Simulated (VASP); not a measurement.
Crystal: As.

```xyz
1
Lattice="2.7037 0.0000 0.0000 0.0000 2.7037 0.0000 0.0000 0.0000 2.7037" Properties=species:S:1:pos:R:3 pbc="T T T"
As    1.3518    1.3518    1.3518
```

This isn't the form of As at room conditions, which is rhombohedral.

| Quantity | Value |
| --- | --- |
| Program | VASP 6.6.1 |
| Task | relaxation of cell and atoms |
| Functional | LAK |
| Potentials or basis | VASP PAW PBE potentials, release 64 (As) |
| Cutoff | 600 eV |
| k mesh | 10 × 10 × 10 |
| Occupations | gaussian, width 0.05 eV |
| Spin | no spin polarisation |

At the start: pressure 2.8 GPa; volume 19.76 Å³/atom.

Task: Where does the relaxation end?

Result: Over 3 steps the energy falls by 5.2 meV/atom and the volume is 20.38 Å³/atom (+3.1 %); space group Pm-3m (No. 221, to 0.05 Å).

Step by step:
```
step  energy change (eV)  largest force (eV/Å)  pressure (GPa)  volume (Å³)
   1              0.0000                0.0000            2.77        19.76
   2             -0.0035                0.0000           -1.43        20.76
   3             -0.0052                0.0000            0.02        20.38
```

Final structure:
```yaml
crystal:
  lattice:
    - [2.73168, 0.00000, 0.00000]
    - [0.00000, 2.73168, 0.00000]
    - [0.00000, 0.00000, 2.73168]
  atoms:
    - { symbol: As, position: [0.50000, 0.50000, 0.50000] }
```

Caveat: the PAW data sets were made with another functional, which shifts forces and pressure a little.
